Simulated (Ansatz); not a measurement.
Zr, 2 atoms in the cell. Symmetry: P6_3/mmc, No. 194, hexagonal system. Conventional cell: a = 3.232 Å, b = 3.232 Å, c = 5.147 Å, α = 90.00°, β = 90.00°, γ = 120.00°. Zr (site symmetry -6m2) has 12 Zr at 3.18 to 3.23 Å as nearest neighbours. 

```yaml
Program: Ansatz 0.2.0
Task: band structure
Functional: PBEsol
Potentials_or_basis: all-electron LAPW, relativistic spinors
Cutoff: 176 eV (chosen from the basis error)
Basis_error_allowed: 0.001 eV/atom
k_mesh: 7 × 7 × 4
Occupations: fermi-dirac, width 0.05 eV
Spin: spin-orbit coupling, no magnetisation
```

Potentials or basis: all-electron LAPW, relativistic spinors.

The run is started by

```console
$ ansatz run input.yaml --threads 1 --pin off --max-ram 3072MiB --backend cpu --events-out ev --progress --plain --runs-dir out
```

Hardware: 1 thread of Arm Neoverse V2 (shared host).

**Question.** How long does it take, and how much memory?

**Answer.** Run time: 79 s on 1 thread of Arm Neoverse V2, with other jobs on the host, peak memory 0.48 GiB. Counts: scf iterations 8, plane waves 251, k points 24, bands 54.
